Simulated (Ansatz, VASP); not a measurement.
NiO: VASP beside Ansatz

```
CELL_PARAMETERS angstrom
0.00000 2.19489 2.19489
2.19489 0.00000 2.19489
2.19489 2.19489 0.00000
ATOMIC_POSITIONS crystal
Ni 0.00000 0.00000 0.00000
O 0.75000 0.75000 0.75000
```

Change from the starting cell: volume scaled by 0.94.

Alike in both runs: task single point; functional PBE; k mesh 10 × 10 × 10; occupations fermi-dirac, width 0.05 eV; collinear spin, ferromagnetic start.

|  | VASP | Ansatz |
| --- | --- | --- |
| version | VASP 6.6.1 | Ansatz 0.2.0 |
| potentials or method | VASP PAW PBE potentials, release 64 (Ni, O) | Ansatz PAW |
| plane-wave cutoff (eV) | 520 | 420 |
| valence electrons in the cell | 16 | 24 |

```tsv
	VASP	Ansatz	Ansatz less VASP
gap on the k mesh at the Fermi level (eV)	none	none	-
pressure (GPa)	10.2	10.1	-0.14
net moment per atom (μB)	0.88	0.90	+0.020
size of the moment on the site where the two differ most (μB)	1.39	1.36	-0.022
```

Site moments also hang on the region over which each program counts them. A gap of «none» marks a metal or a gap that the smearing closes. The two sets of potentials don't hold the same shells in valence.

Caveats: a cell with one magnetic atom can't hold antiferromagnetic order, which such compounds often take; semilocal functionals often make such compounds metallic where correlation or magnetic order opens a gap, which also shifts bond lengths; the pressure holds a Pulay correction of +0.7 GPa for the finite cutoff (Ansatz).
